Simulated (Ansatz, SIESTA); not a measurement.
An Ansatz (a first-principles code) input for a self-consistent single point of InN (F-43m, 2 atoms in the cell) (DFT, PBE, plane waves, default PAW files):

Ansatz 0.2 input:
```yaml
crystal:
  lattice:
    - [0.000000, 2.444132, 2.444132]
    - [2.444132, 0.000000, 2.444132]
    - [2.444132, 2.444132, 0.000000]
  atoms:
    - { symbol: In, position: [0.000000, 0.000000, 0.000000] }
    - { symbol: N, position: [0.250000, 0.250000, 0.250000] }
kpoints:
  mp_grid: { grid: [15, 15, 15] }
hamiltonian:
  xc: pbe
  pseudopotentials: { kind: paw }
scf:
  occupations: { method: fermi_dirac, width: 0.1 }
output:
  forces: true
  eigenvalues: true
  stress: true
```

Write the same calculation as an input for SIESTA.

One input that does it (others would too):

```
# files in the folder: In.psml N.psml (PseudoDojo PBE standard)
SystemName  InN
SystemLabel InN

NumberOfAtoms                2
NumberOfSpecies              2
%block ChemicalSpeciesLabel
  1 49 In
  2 7 N
%endblock ChemicalSpeciesLabel
LatticeConstant              1.0 Bohr
%block LatticeVectors
     0.000000000    4.618740092    4.618740092
     4.618740092    0.000000000    4.618740092
     4.618740092    4.618740092    0.000000000
%endblock LatticeVectors
AtomicCoordinatesFormat      ScaledCartesian
%block AtomicCoordinatesAndAtomicSpecies
     0.000000000    0.000000000    0.000000000  1
     2.309370046    2.309370046    2.309370046  2
%endblock AtomicCoordinatesAndAtomicSpecies

XC.functional                GGA
XC.authors                   PBE
PAO.BasisSize                DZP
PAO.EnergyShift              0.005 Ry
MeshCutoff                   300 Ry
%block kgrid.MonkhorstPack
   15   0   0  0.0
    0  15   0  0.0
    0   0  15  0.0
%endblock kgrid.MonkhorstPack
OccupationFunction           FD
ElectronicTemperature        100.0 meV

MaxSCFIterations             150
SCF.Mixer.Method             Pulay
SCF.Mixer.Weight             0.25
SCF.Mixer.History            8
SCF.DM.Tolerance             1.0E-04
Diag.ParallelOverK           true
WriteForces                  true
```

Basis settings and potentials, where a program has them, do not carry over. This input uses DFT, GGA PBE, numerical atomic orbitals DZP, PseudoDojo PBE standard norm-conserving potentials (rewritten from UPF to PSML). Both were run: pressure 14.38 GPa in Ansatz and 17.56 in SIESTA. Ansatz's pressure is the one without its finite-basis correction.

On SIESTA: the starting cell comes from a database of computed structures (which also holds hypothetical and non-ambient phases and stackings), without a prior relaxation at this level. Its lattice was rescaled by a random factor within 2.5 % of one. Values carry the incompleteness of an atom-centred basis. With a pressure of about 18 GPa the cell is away from its equilibrium volume at this level. The run gives no clean gap (levels at the Fermi energy touch, overlap or are partly filled at this smearing), which alone does not show that the compound is a metal.

On Ansatz: the starting cell comes from a database of computed structures (which also holds hypothetical and non-ambient phases and stackings), without a prior relaxation at this level. Its lattice was rescaled by a random factor within 2.5 % of one. With a pressure of about 15 GPa the cell is away from its equilibrium volume at this level. The run gives no clean gap (levels at the Fermi energy touch, overlap or are partly filled at this smearing), which alone does not show that the compound is a metal.
